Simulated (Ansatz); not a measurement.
**ZrS₂ in the CdI2-type structure**

**What was measured.** From “High temperature equilibrium of 3D and 2D chalcogenide perovskites”, 2022, arxiv:2212.01429, for a bulk crystal of ZrS2: lattice constant a 3.663 Å; lattice constant c 5.821 Å.

Computed with Ansatz (plane waves, PAW, 420 eV cutoff): PBEsol, scalar-relativistic, no spin polarisation, Γ-centred 10×10×6 mesh, 0.05 eV Gaussian smearing. The datasets are Ansatz's generated set soft_2.

```
CELL_PARAMETERS angstrom
3.62727 0.00000 0.00000
-1.81364 3.14131 0.00000
0.00000 0.00000 5.87634
ATOMIC_POSITIONS crystal
Zr 0.00000 0.00000 0.00000
S 0.33333 0.66667 0.24741
S 0.66667 0.33333 0.75259
```

The compound is reported in the structure type of the start.

The cell above was scaled in volume, and shape and atoms were relaxed at each volume within its symmetry. Energies are counted from the cell above.

The cell is relaxed to zero pressure at this level.

| V (Å³/atom) | ΔE (meV/atom) | P (GPa) | gap on the mesh (eV) |
| --- | --- | --- | --- |
| 21.43 | 2.7 | 1.01 | 0.55 |
| 21.87 | ? | ? | ? |
| 22.32 | 0.0 | -0.03 | 0.76 |
| 22.77 | 0.3 | -0.31 | 0.84 |
| 23.21 | 1.3 | -0.49 | 0.90 |

(1) Fill in the withheld row.

(2) Can a bulk modulus be trusted from these points?

Answers:

(1) ΔE (meV/atom): 0.7, P (GPa): 0.42, gap on the mesh (eV): 0.67.

(2) No. The energies are smooth (scatter 0.00 meV/atom), but the fit's B0′ of 18.5 is out of the usual range: the curve is too flat or too lopsided over this range, as for soft or weakly bound crystals, and a third-order form can't fix it.

**Against experiment.** A measured lattice constant a of ZrS2 is 3.663 Å (quoted in “High temperature equilibrium of 3D and 2D chalcogenide perovskites”, 2022, arxiv:2212.01429); the calculated 3.627 Å misses it by -1.0 %. Against the measured lattice constant c of ZrS2, 5.821 Å (quoted in “High temperature equilibrium of 3D and 2D chalcogenide perovskites”, 2022, arxiv:2212.01429), the calculated 5.876 Å is off by +1.0 %. The calculation is for a static lattice, without zero-point motion or thermal expansion.

Kohn–Sham gaps of semilocal functionals lie under measured ones, often by a third or more. The structure is built of weakly bound layers, and this functional has no dispersion term, so their spacing and all that hangs on it (volume, the soft elastic constants, low modes, dielectric constants) are poorly given.
